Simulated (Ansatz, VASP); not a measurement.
# Pt: VASP beside Ansatz

```xyz
1
Lattice="2.6780 0.0000 0.0000 0.0000 2.6780 0.0000 0.0000 0.0000 2.6780" Properties=species:S:1:pos:R:3 pbc="T T T"
Pt    0.0000    0.0000    0.0000
```

Alike in both runs: functional BLYP; k mesh 12 × 12 × 12; occupations fermi-dirac, width 0.1 eV; no spin polarisation.

Ansatz relaxed the structure, and its values are those at the end. VASP's run is a single point on that final structure, the one shown.

```csv
,VASP,Ansatz
version,VASP 6.6.1,Ansatz 0.2.0
potentials or method,"VASP PAW PBE potentials, release 64 (Pt)","plane waves (420 eV) with PAW, scalar-relativistic"
plane-wave cutoff (eV),520,420
valence electrons in the cell,10,18
```

Ansatz gave:

```
pressure (GPa) : 0.0
```

Task: Which values does VASP return?

Result: Pressure (GPa): 0.7.

The two sets of potentials don't hold the same shells in valence.

Caveats: the PAW data sets were made with another functional, which shifts forces and pressure a little (VASP). The runs have no spin-orbit coupling, so splittings on Pt are missing.
